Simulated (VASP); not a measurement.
# VASP 6.6.1 run: SrO

INCAR

```
ISMEAR = -1
ISPIN = 2
LASPH = .TRUE.
LCHARG = .FALSE.
EDIFF = 1E-7
GGA = PE
NSW = 0
LREAL = .FALSE.
LWAVE = .FALSE.
MAGMOM = -0.5 0.5
ISIF = 2
PREC = Accurate
ENCUT = 520
IBRION = -1
NELM = 120
SIGMA = 0.02
NBANDS = 15
```

KPOINTS

```
KPOINTS created by Atomic Simulation Environment
0
Gamma
8 8 8
0 0 0
```

POSCAR

```
Sr O
 1.0000000000000000
     0.0000000000000000    2.5282944794000000    2.6083452348999998
     2.5282944794000000    0.0000000000000000    2.6083452348999998
     2.5282944794000000    2.5282944794000000    0.0000000000000000
 Sr  O
   1   1
Cartesian
  0.0000000000000000  0.0000000000000000  0.0000000000000000
  2.5282944794000004  2.5282944794000004  2.6083452349000003
```

The recommended PBE PAW datasets give the neutral cell 16 valence electrons.

Command

```
mpirun -np 1 vasp_std
```

OSZICAR

```
N       E                     dE             d eps       ncg     rms          rms(c)
DAV:   1     0.680494936959E+02    0.68049E+02   -0.85308E+03  3540   0.105E+03
DAV:   2    -0.110117013385E+02   -0.79061E+02   -0.72620E+02  4798   0.222E+02
DAV:   3    -0.140542456197E+02   -0.30425E+01   -0.30283E+01  4644   0.391E+01
DAV:   4    -0.141084336206E+02   -0.54188E-01   -0.54183E-01  4426   0.496E+00
DAV:   5    -0.141097318758E+02   -0.12983E-02   -0.12982E-02  4514   0.595E-01    0.175E+01
DAV:   6    -0.121476326353E+02    0.19621E+01   -0.65846E+00  3666   0.197E+01    0.203E+01
DAV:   7    -0.120220092734E+02    0.12562E+00   -0.27883E-01  4191   0.475E+00    0.118E+01
DAV:   8    -0.120099642914E+02    0.12045E-01   -0.10970E-01  4597   0.327E+00    0.227E+00
DAV:   9    -0.120122740725E+02   -0.23098E-02   -0.55856E-03  4921   0.511E-01    0.283E-01
DAV:  10    -0.120127378119E+02   -0.46374E-03   -0.21563E-04  3918   0.119E-01    0.160E-01
DAV:  11    -0.120131486659E+02   -0.41085E-03   -0.43395E-04  3680   0.160E-01    0.397E-02
DAV:  12    -0.120131681420E+02   -0.19476E-04   -0.26168E-05  4707   0.405E-02    0.237E-02
DAV:  13    -0.120131775526E+02   -0.94107E-05   -0.60784E-06  3722   0.195E-02    0.121E-02
DAV:  14    -0.120131807328E+02   -0.31802E-05   -0.31968E-06  3743   0.130E-02    0.406E-03
DAV:  15    -0.120131809312E+02   -0.19838E-06   -0.16114E-07  4243   0.314E-03    0.139E-03
DAV:  16    -0.120131808901E+02    0.41083E-07   -0.24259E-08  2757   0.134E-03
   1 F= -.12013181E+02 E0= -.12013181E+02  d E =-.157847E-10  mag=    -0.0000
```

It converged. Results: pressure 5.6 GPa; magnetic moment of the cell 0.00 μB.

For comparison, a separate PBE run of the intended cell, on usual settings and not on those above, gives a gap of 3.18 eV on its mesh and a pressure of 5.6 GPa.

The run above took about 44 s on one core of a shared host (Intel Xeon Platinum 8488C) and held 0.2 GiB at most.
